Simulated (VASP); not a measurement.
MgF2 (rutile): the cohesive energy from VASP (plane waves, PAW) at several levels of theory. Atoms are spin-polarised in a large box without symmetry, with the spin fixed by Hund's rule, and may not be in the lowest state of each functional; no zero-point energy is added.

```tsv
level	cohesive energy (eV/atom)	error against measurement
LDA	5.59	+12.7 %
PBE	4.80	-3.2 %
SCAN	4.98	+0.5 %
r2SCAN	4.99	+0.7 %
```

Measured: 4.96 eV/atom at 0 K (as given by CRC Handbook of Chemistry and Physics, Standard Thermodynamic Properties of Chemical Substances; atomisation enthalpy at 298 K (4.940) less the gas atoms' H298-H0 (0.066), plus the solid's thermal (0.035) and zero-point (0.056) energy from a Debye model with theta = 575 K fitted to S(298) = 57.2 J/(mol K); atoms in their measured spin-orbit ground levels; the uncertainty is an estimate of this correction alone).

The cell of the LDA run:

```xyz
6
Lattice="4.5339 0.0000 0.0000 0.0000 4.5339 0.0000 0.0000 0.0000 3.0035" Properties=species:S:1:pos:R:3 pbc="T T T"
Mg     4.5339     0.0000     0.0000
Mg     2.2669     2.2669     1.5018
F      1.3721     1.3721     3.0035
F      3.6391     0.8948     1.5018
F      0.8948     3.6391     1.5018
F      3.1618     3.1618     0.0000
```

Only levels that ran to the end are used. Left out are those held back, those with too coarse a band path, GW runs whose mesh misses a band edge, hybrids' fits of cells that aren't cubic and levels without matching references; a question may draw on a part of the rest.
